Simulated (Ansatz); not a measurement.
Set up this calculation in Ansatz 0.2.0, as an ASE script.

```yaml
Task: phonons
Functional: PBEsol
Dispersion: D3(BJ)+ATM
Potentials_or_basis: PseudoDojo stringent
Cutoff: 1143 eV
Density_cutoff: 4572 eV
k_mesh: 6 × 6 × 6
Occupations: fixed
Spin: no spin polarisation
Driver: calculator
Delta: 0.01
```

The structure of MgS lies in POSCAR:

```
MgS
1.0
    0.0000000000      2.8331200468      2.8331200468
    2.8331200468      0.0000000000      2.8331200468
    2.8331200468      2.8331200468      0.0000000000
S Mg
1 1
Direct
    0.2500000000      0.2500000000      0.2500000000
    0.0000000000      0.0000000000      0.0000000000
```

The cell comes from a database or a generator and needn't be the stable form of this composition.

These files were run (other wordings do the same):

run.py

```python
import json

import ase.io
import numpy as np
from ase.calculators.calculator import CalculationFailed, Calculator
from ase.stress import full_3x3_to_voigt_6_stress
from ase.units import GPa
from ase.vibrations import Vibrations

import ansatz as az

class AnsatzCalculator(Calculator):
    implemented_properties = ["energy", "free_energy", "forces", "stress", "magmom"]

    def calculate(self, atoms, properties, system_changes):
        super().calculate(atoms, properties, system_changes)
        structure = atoms.copy()
        structure.set_constraint()
        structure.set_momenta(None)
        structure.set_masses(None)
        outcome = (
            az.Crystal.from_ase(structure)
            .calculation()
            .basis(xc_grid=2)
            .kpoints(6, 6, 6)
            .functional("pbesol", dispersion="d3bjatm")
            .pseudopotentials(kind="nc", accuracy="stringent")
            .scf(tolerance=2e-10)
            .occupations(method="fixed")
            .forces()
            .stress()
            .run(threads=2)
        )
        if not outcome.report["converged"]:
            raise CalculationFailed("SCF not converged")
        report = outcome.report
        self.results = {
            "free_energy": report["lagrangian_ev"],
            "energy": report["lagrangian_ev"],
            "forces": np.array(report["forces_ev_ang"]),
            "stress": -GPa * full_3x3_to_voigt_6_stress(report["stress_gpa"]),
            "magmom": report["magnetization_mub"],
        }

np.set_printoptions(precision=5, suppress=True, linewidth=110)
atoms = ase.io.read("POSCAR", format="vasp")
atoms.calc = AnsatzCalculator()
vib = Vibrations(atoms, delta=0.01)
vib.run()
vib.summary()
f = vib.get_frequencies()
json.dump({"q": [[0, 0, 0]], "cm": [(f.real - f.imag).tolist()]}, open("results.json", "w"))
```

Potentials or basis: PseudoDojo stringent.

Run with:

```console
$ python run.py
```

Results of the run:

```yaml
Pressure: -1.9 GPa
Band_gap_on_the_k_mesh: 3.28 eV
Highest_phonon_frequency_at_Γ_LO-TO_splitting_left_out: 329 cm⁻¹
```

It took 54 s on 2 threads of Arm Neoverse V1 (shared host), peak memory 0.57 GiB.
